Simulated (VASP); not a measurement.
# Ir (Fm-3m) in VASP: a series of runs

Aim: see how the results for Ir move with the level of theory and the settings. Levels: LDA, r2SCAN. Tasks: relaxation of cell and atoms.

All numbers are computed with VASP 6.6.1; they aren't measurements. Logs are shortened: lines on timing, memory, paths and dates and some standing lists are left out, and cuts for length are marked.

### 1 The crystal as given

Symmetry: Fm-3m, No. 225, cubic system. Conventional cell: a = 3.831 Å, b = 3.831 Å, c = 3.831 Å, α = 90.00°, β = 90.00°, γ = 90.00°. Around Ir (site symmetry m-3m) lie 12 Ir at 2.71 Å.

### 2 Relaxation of cell and atoms, LDA

INCAR reads:

```
SYSTEM = Ir
ALGO = Normal ; EDIFF = 1E-6
EDIFFG = -0.01 ; ENCUT = 600
IBRION = 2 ; ISIF = 3
ISMEAR = 1 ; KPAR = 2
LASPH = .TRUE. ; LCHARG = .FALSE.
LREAL = .FALSE. ; LWAVE = .FALSE.
NELM = 80 ; NSW = 90
PREC = Accurate ; SIGMA = 0.1
```

KPOINTS reads:

```
k-points
0
G
  16 16 16
  0 0 0
```

POSCAR reads:

```
Ir
1.0
    0.0000000000      1.9156000000      1.9156000000
    1.9156000000      0.0000000000      1.9156000000
    1.9156000000      1.9156000000      0.0000000000
Ir
1
Direct
    0.0000000000      0.0000000000      0.0000000000
```

Potentials or basis: VASP PAW LDA potentials, release 64 (Ir).

Launch:

```bash
$ cat potpaw_LDA.64/Ir/POTCAR > POTCAR
$ mpirun -np 2 vasp_std > vasp.out
```

OUTCAR:

```text
SYSTEM = Ir
   EDIFF = 1E-6
   EDIFFG = -0.01
   ENCUT = 600
   IBRION = 2
   ISIF = 3
   ISMEAR = 1
   LASPH = .TRUE.
   LREAL = .FALSE.
   NELM = 80
   NSW = 90
   PREC = Accurate

 ion  position               nearest neighbor table
   1  0.000  0.000  0.000-

  LATTYP: Found a face centered cubic cell.
 ALAT       =     3.8312000000

  Lattice vectors:

 A1 = (   0.0000000000,   1.9156000000,   1.9156000000)
 A2 = (   1.9156000000,   0.0000000000,   1.9156000000)
 A3 = (   1.9156000000,   1.9156000000,   0.0000000000)

Analysis of symmetry for initial positions (statically):
=====================================================================
 Subroutine PRICEL returns:
 Original cell was already a primitive cell.

 Routine SETGRP: Setting up the symmetry group for a
 face centered cubic supercell.

 Subroutine GETGRP returns: Found 48 space group operations
 (whereof 48 operations were pure point group operations)
 out of a pool of 48 trial point group operations.

The static configuration has the point symmetry O_h .

Analysis of symmetry for dynamics (positions and initial velocities):
=====================================================================
 Subroutine PRICEL returns:
 Original cell was already a primitive cell.

 Routine SETGRP: Setting up the symmetry group for a
 face centered cubic supercell.

 Subroutine GETGRP returns: Found 48 space group operations
 (whereof 48 operations were pure point group operations)
 out of a pool of 48 trial point group operations.

The dynamic configuration has the point symmetry O_h .

 Subroutine INISYM returns: Found 48 space group operations
 (whereof 48 operations are pure point group operations),
 and found     1 'primitive' translations

----------------------------------------------------------------------------------------

                                     Primitive cell

  volume of cell :      14.0587

  direct lattice vectors                    reciprocal lattice vectors
     0.000000000  1.915600000  1.915600000    -0.261014826  0.261014826  0.261014826
     1.915600000  0.000000000  1.915600000     0.261014826 -0.261014826  0.261014826
     1.915600000  1.915600000  0.000000000     0.261014826  0.261014826 -0.261014826

  length of vectors
     2.709067500  2.709067500  2.709067500     0.452090940  0.452090940  0.452090940

[... 95 lines left out ...]
   IALGO  =     38    algorithm
   IMIX   =      4    mixing-type and parameters
     AMIX     =   0.40;   BMIX     =  1.00
     AMIX_MAG =   1.60;   BMIX_MAG =  1.00
  volume/ion in A,a.u.               =      14.06        94.87
  Fermi-wavevector in a.u.,A,eV,Ry     =   1.410937  2.666284 27.085691  1.990742
  Thomas-Fermi vector in A             =   2.532839
   LORBIT       =      0    0 simple, 1 ext, 2 COOP (PROOUT), +10 PAW based schemes
   GGA     = CA    functional components
   LHFCALC =     F    Hartree Fock is set to
   AEXX    =    0.0000 exact exchange contribution
   IVDW    =     0    specifies the selected vdW correction
   LEPSILON=     F    determine dielectric tensor
   LRPA    =     F    only Hartree local field effects (RPA)
 conjugate gradient relaxation of ions
 non-spin polarized calculation
 Methfessel and Paxton  Order N= 1 SIGMA  =   0.10
  energy-cutoff  :      600.00
  volume of cell :       14.06
 maximum number of plane-waves:       493
 NGX is ok and might be reduce to    24
   NGX = 11   NGY = 11   NGZ = 11

--------------------------------------- Ionic step        1  -------------------------------------------

 number of electron       9.0000000 magnetization

 Free energy of the ion-electron system (eV)
  ---------------------------------------------------
  ext. energy  EPLUGINS =         0.00000000
  ---------------------------------------------------
  free energy    TOTEN  =       -10.31444222 eV

  energy without entropy =      -10.31419686  energy(sigma->0) =      -10.31436043

------------------------ aborting loop because EDIFF is reached ----------------------------------------

  FORCE on cell =-STRESS in cart. coord.  units (eV):
  Direction    XX          YY          ZZ          XY          YZ          ZX
  --------------------------------------------------------------------------------------
  -------------------------------------------------------------------------------------
  Total       -0.3018152     -0.3018152     -0.3018152     -0.0000000      0.0000000     -0.0000000
  in kB      -34.3959426    -34.3959426    -34.3959426     -0.0000000      0.0000000     -0.0000000
  external PRESSURE =     -34.3959426 kB  Pullay stress =       0.0000000 kB
[... 57 lines left out ...]
--------------------------------------- Ionic step        3  -------------------------------------------

 number of electron       9.0000000 magnetization

 Free energy of the ion-electron system (eV)
  ---------------------------------------------------
  ext. energy  EPLUGINS =         0.00000000
  ---------------------------------------------------
  free energy    TOTEN  =       -10.31576213 eV

  energy without entropy =      -10.31550822  energy(sigma->0) =      -10.31567749

 E-fermi :  10.5692     XC(G=0): -14.2244

 val. band max:       10.5669265094   @ k =  -0.3750   0.1875   0.0000
 cond. band min:      10.5696668869   @ k =   0.3750   0.0625   0.0000
 fundamental gap:      0.0027403776
 Fermi energy:        10.5692264744

 k-point     1 :       0.0000    0.0000    0.0000
  band No.  band energies     occupation
      1      -0.6932      2.00000
      2       6.5713      2.00000
      3       6.5713      2.00000
      4       6.5713      2.00000
      5       9.3646      2.00000
      6       9.3646      2.00000
      7      24.8848      0.00000
      8      30.5139      0.00000
[... 243 lines left out ...]
 k-point    24 :      -0.0625    0.0625    0.0000
  band No.  band energies     occupation
      1      -0.2284      2.00000
      2       6.3055      2.00000
      3       6.7559      2.00000
      4       6.8111      2.00000
      5       9.0982      2.00000
      6       9.3903      2.00000
      7      25.6822      0.00000
      8      28.8009      0.00000

 [... further k-points ...]

------------------------ aborting loop because EDIFF is reached ----------------------------------------

  FORCE on cell =-STRESS in cart. coord.  units (eV):
  Direction    XX          YY          ZZ          XY          YZ          ZX
  --------------------------------------------------------------------------------------
  -------------------------------------------------------------------------------------
  Total       -0.0050336     -0.0050336     -0.0050336      0.0000000      0.0000000     -0.0000000
  in kB       -0.5785913     -0.5785913     -0.5785913      0.0000000      0.0000000     -0.0000000
  external PRESSURE =      -0.5785913 kB  Pullay stress =       0.0000000 kB
[... 16 lines left out ...]
  FREE ENERGIE OF THE ION-ELECTRON SYSTEM (eV)
  ---------------------------------------------------
  free  energy   TOTEN  =       -10.3157621264 eV

  energy  without entropy=      -10.3155082184  energy(sigma->0) =      -10.31567749

 reached required accuracy - stopping structural energy minimisation
```

OSZICAR:

```text
N       E                     dE             d eps       ncg     rms          rms(c)
DAV:   1     0.481517094763E+02    0.48152E+02   -0.49428E+03  2328   0.116E+03
DAV:   2    -0.101674618177E+02   -0.58319E+02   -0.56885E+02  2344   0.218E+02
[... 20 lines left out ...]
DAV:   1    -0.103759877747E+02   -0.82869E-01   -0.24314E+00  2472   0.270E+01    0.243E+00
DAV:   2    -0.103218813115E+02    0.54106E-01   -0.14112E-01  2616   0.535E+00    0.991E-01
DAV:   3    -0.103157747034E+02    0.61066E-02   -0.27545E-02  2872   0.218E+00    0.280E-01
DAV:   4    -0.103157433444E+02    0.31359E-04   -0.42258E-04  3040   0.226E-01    0.609E-02
DAV:   5    -0.103157593676E+02   -0.16023E-04   -0.27403E-05  3368   0.363E-02    0.903E-03
DAV:   6    -0.103157621244E+02   -0.27568E-05   -0.11205E-06  2288   0.750E-03    0.729E-04
DAV:   7    -0.103157621264E+02   -0.20314E-08   -0.22325E-08  1208   0.156E-03
   3 F= -.10315762E+02 E0= -.10315677E+02  d E =-.131991E-02
```

Wall time 13 s (2 MPI ranks of Intel Xeon Platinum 8488C (Sapphire Rapids), shared host); peak memory 0.15 GiB.

What came out:

| Item | Value |
| --- | --- |
| Free energy | -10.3158 eV |
| Relaxed volume | 13.94 Å³/atom |
| Relaxed cell | a = 2.701 Å, b = 2.701 Å, c = 2.701 Å, α = 60.00°, β = 60.00°, γ = 60.00° |
| Space group after relaxing (to 0.05 Å) | Fm-3m (No. 225) |
| Energy gained by relaxing | 1.3 meV/atom |
| Ionic steps | 3 |
| Pressure after relaxing | -0.1 GPa |
| Band gap on the k mesh | none (metal or under the smearing width) |

Step by step:
```csv
step,energy change (eV),largest force (eV/Å),pressure (GPa),volume (Å³)
1,0.0000,0.0000,-3.44,14.06
2,0.0213,0.0000,15.56,13.45
3,-0.0013,0.0000,-0.06,13.94
```

Final structure:
```yaml
crystal:
  lattice:
    - [0.00000, 1.91013, 1.91013]
    - [1.91013, 0.00000, 1.91013]
    - [1.91013, 1.91013, 0.00000]
  atoms:
    - { symbol: Ir, position: [0.00000, 0.00000, 0.00000] }
```

Levels at points of the mesh, in eV from the Fermi level:
```csv
k point,band 1,band 2,band 3,band 4,band 5,band 6,band 7,band 8
"(0.00, 0.00, 0.00)",-11.26,-4.00,-4.00,-4.00,-1.20,-1.20,14.32,19.94
"(0.50, 0.00, 0.00)",-8.27,-4.09,-4.09,-0.75,0.94,0.94,7.43,13.86
"(0.50, 0.50, 0.00)",-8.08,-7.52,0.92,1.52,1.52,1.74,10.73,11.77
```

### 3 Relaxation of cell and atoms, LDA

This run uses another cell than the first one, of 13.94 Å³/atom, 0.991 times its volume.

Edit INCAR of step 2 so:

```diff
@@ -1,4 +1,4 @@
 SYSTEM = Ir
-ALGO = Normal ; EDIFF = 1E-6
-EDIFFG = -0.01 ; ENCUT = 600
+ALGO = Normal ; EDIFF = 1E-7
+EDIFFG = -0.005 ; ENCUT = 600
 IBRION = 2 ; ISIF = 3
```

KPOINTS is that of step 2.

POSCAR reads:

```
Ir                                      
1.0
   -0.0000000000      1.9101327701      1.9101327701
    1.9101327701      0.0000000000      1.9101327701
    1.9101327701      1.9101327701      0.0000000000
  Ir            
     1
Direct
     0.0000000000000000    0.0000000000000000    0.0000000000000000
```

Potentials or basis: VASP PAW LDA potentials, release 64 (Ir).

Launch:

```bash
$ cat potpaw_LDA.64/Ir/POTCAR > POTCAR
$ mpirun -np 2 vasp_std > vasp.out
```

Run time: 11 s. Hardware: 2 MPI ranks of Intel Xeon Platinum 8488C (Sapphire Rapids), shared host; peak memory 0.13 GiB.

Results (log left out):

```
Free energy                            : -10.3158 eV
Relaxed volume                         : 13.94 Å³/atom
Relaxed cell                           : a = 2.701 Å, b = 2.701 Å, c = 2.701 Å, α = 60.00°, β = 60.00°, γ = 60.00°
Space group after relaxing (to 0.05 Å) : Fm-3m (No. 225)
Energy gained by relaxing              : 0.0 meV/atom
Ionic steps                            : 3
Pressure after relaxing                : 0.0 GPa
Band gap on the k mesh                 : none (metal or under the smearing width)
```

Final structure:
```cif
data_structure
_symmetry_space_group_name_H-M 'P 1'
_symmetry_Int_Tables_number 1
_cell_length_a 2.7012
_cell_length_b 2.7012
_cell_length_c 2.7012
_cell_angle_alpha 60.000
_cell_angle_beta 60.000
_cell_angle_gamma 60.000
_cell_volume 13.94
loop_
_atom_site_label
_atom_site_type_symbol
_atom_site_fract_x
_atom_site_fract_y
_atom_site_fract_z
_atom_site_occupancy
Ir1 Ir 0.00000 0.00000 0.00000 1
```

Levels at points of the mesh, in eV from the Fermi level:
```csv
k point,band 1,band 2,band 3,band 4,band 5,band 6,band 7,band 8
"(0.00, 0.00, 0.00)",-11.26,-4.00,-4.00,-4.00,-1.20,-1.20,14.32,19.95
"(0.50, 0.00, 0.00)",-8.27,-4.09,-4.09,-0.75,0.94,0.94,7.43,13.86
"(0.50, 0.50, 0.00)",-8.09,-7.53,0.92,1.52,1.52,1.74,10.73,11.77
```

The run has no spin-orbit coupling, so splittings on Ir are missing.

### 4 Relaxation of cell and atoms, r2SCAN

INCAR reads:

```
SYSTEM = Ir
  ALGO = Normal
  EDIFF = 1E-6
  EDIFFG = -0.01
  ENCUT = 600
  IBRION = 2
  ISIF = 3
  ISMEAR = 1
  LASPH = .TRUE.
  LCHARG = .FALSE.
  LMIXTAU = .TRUE.
  LREAL = .FALSE.
  LWAVE = .FALSE.
  METAGGA = R2SCAN
  NELM = 80
  NSW = 90
  PREC = Accurate
  SIGMA = 0.1
```

KPOINTS is that of step 3.

POSCAR reads:

```
Ir
1.0
    0.0000000000      1.9156000000      1.9156000000
    1.9156000000      0.0000000000      1.9156000000
    1.9156000000      1.9156000000      0.0000000000
Ir
1
Direct
    0.0000000000      0.0000000000      0.0000000000
```

Potentials or basis: VASP PAW PBE potentials, release 64 (Ir).

Launch:

```bash
$ cat potpaw_PBE.64/Ir/POTCAR > POTCAR
$ mpirun -np 1 vasp_std > vasp.out
```

It took 2.1 min on 1 thread of Intel Xeon Platinum 8488C (Sapphire Rapids), shared host; peak memory 0.18 GiB.

It converged, with:

- Free energy: -52.3571 eV
- Relaxed volume: 14.31 Å³/atom
- Relaxed cell: a = 2.725 Å, b = 2.725 Å, c = 2.725 Å, α = 60.00°, β = 60.00°, γ = 60.00°
- Space group after relaxing (to 0.05 Å): Fm-3m (No. 225)
- Energy gained by relaxing: 5.2 meV/atom
- Ionic steps: 4
- Pressure after relaxing: 0.0 GPa
- Band gap on the k mesh: none (metal or under the smearing width)

Step by step:
```tsv
step	energy change (eV)	largest force (eV/Å)	pressure (GPa)	volume (Å³)
1	0.0000	0.0000	6.87	14.06
2	0.0686	0.0000	-21.64	15.32
3	-0.0052	0.0000	-0.18	14.31
4	-0.0052	0.0000	0.00	14.31
```

Final structure:
```
CELL_PARAMETERS angstrom
0.00000 1.92678 1.92678
1.92678 0.00000 1.92678
1.92678 1.92678 0.00000
ATOMIC_POSITIONS crystal
Ir 0.00000 0.00000 0.00000
```

Levels at points of the mesh, in eV from the Fermi level:
```csv
k point,band 1,band 2,band 3,band 4,band 5,band 6,band 7,band 8
"(0.00, 0.00, 0.00)",-11.40,-3.92,-3.92,-3.92,-1.26,-1.26,15.13,20.92
"(0.50, 0.00, 0.00)",-8.29,-4.07,-4.07,-0.67,0.93,0.93,7.55,14.76
"(0.50, 0.50, 0.00)",-8.07,-7.49,0.83,1.55,1.55,1.79,10.92,12.28
```

Caveat: the PAW data sets were made with another functional, which shifts forces and pressure a little.
